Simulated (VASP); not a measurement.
Wanted: the native input for a VASP 6.6.1 run.

* Task: relaxation of cell and atoms
* Functional: PBE
* Potentials or basis: VASP PAW PBE potentials, release 64 (W_sv)
* Cutoff: 520 eV
* k mesh: 6 × 6 × 6
* Occupations: gaussian, width 0.1 eV
* Spin: no spin polarisation
* Further INCAR settings: ALGO = Normal; EDIFF = 1e-06; IBRION = 2; EDIFFG = -0.01; NSW = 90; ISIF = 3

The structure of W lies in POSCAR:

```
W
1.0
    5.0830000000      0.0000000000      0.0000000000
    0.0000000000      5.0830000000      0.0000000000
    0.0000000000      0.0000000000      5.0830000000
W
8
Direct
    0.0000000000      0.0000000000      0.0000000000
    0.5000000000      0.5000000000      0.5000000000
    0.0000000000      0.5000000000      0.2500000000
    0.0000000000      0.5000000000      0.7500000000
    0.2500000000      0.0000000000      0.5000000000
    0.7500000000      0.0000000000      0.5000000000
    0.5000000000      0.7500000000      0.0000000000
    0.5000000000      0.2500000000      0.0000000000
```

This isn't the form of W at room conditions, which is bcc.

The input as run:

INCAR

```
SYSTEM = W
PREC = Accurate ; ENCUT = 520
EDIFF = 1E-6 ; ISMEAR = 0
SIGMA = 0.1 ; LREAL = .False.
LASPH = .True. ; NELM = 120
ALGO = Normal ; ISIF = 3
LWAVE = .False. ; LCHARG = .False.
GGA = PE ; IBRION = 2
NSW = 90 ; EDIFFG = -0.01
KPAR = 4
```

KPOINTS

```
regular mesh
0
Gamma
  6 6 6
  0 0 0
```

Potentials or basis: VASP PAW PBE potentials, release 64 (W_sv).

Launch:

```sh
$ cat potpaw_PBE.64/W_sv/POTCAR > POTCAR
$ mpirun -np 4 vasp_std > vasp.out
```

It gave:

```
Pressure after relaxing : -0.1 GPa
Band gap on the k mesh  : none (metal or under the smearing width)
```

Caveat: the relaxation stopped at its first step, so nothing moved.

Wall time 29 s on 4 MPI ranks on Intel(R) Xeon(R) 6975P-C (Granite Rapids), with other jobs on the host, peak memory 0.3 GiB a rank.
